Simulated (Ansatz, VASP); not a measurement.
# One calculation of MgS, two programs

```
CELL_PARAMETERS angstrom
2.60392 2.60392 0.00000
-2.60392 2.60392 0.00000
0.00000 2.60392 2.58371
ATOMIC_POSITIONS crystal
Mg 0.00000 0.00000 0.00000
S 0.50000 0.50000 0.00000
```

Change from the starting cell: film at in-plane strain +0.005.

Alike in both runs: task single point; functional PBEsol; k mesh 8 × 8 × 8; no spin polarisation.

```csv
,VASP,Ansatz
version,VASP 6.6.1,Ansatz 0.2.0
potentials or method,"VASP PAW PBE potentials, release 64 (Mg, S), cutoff 520 eV","all-electron LAPW, scalar-relativistic"
occupations,"gaussian, width 0.01 eV",fixed
```

Ansatz gave:

| Quantity | Value |
| --- | --- |
| gap on the k mesh at the Fermi level (eV) | 2.68 |
| pressure (GPa) | -0.6 |
| largest component of the traceless stress (GPa) | 0.56 |

Question: What did VASP give for the same quantities?

Answer: gap on the k mesh at the Fermi level (eV): 2.68; pressure (GPa): -0.7; largest component of the traceless stress (GPa): 0.56.

Ansatz ran all-electron here, so the differences hold the error of VASP's frozen core and of both bases.

Caveats: the PAW data sets were made with another functional, which shifts forces and pressure a little (VASP). A k mesh can miss the band edges.
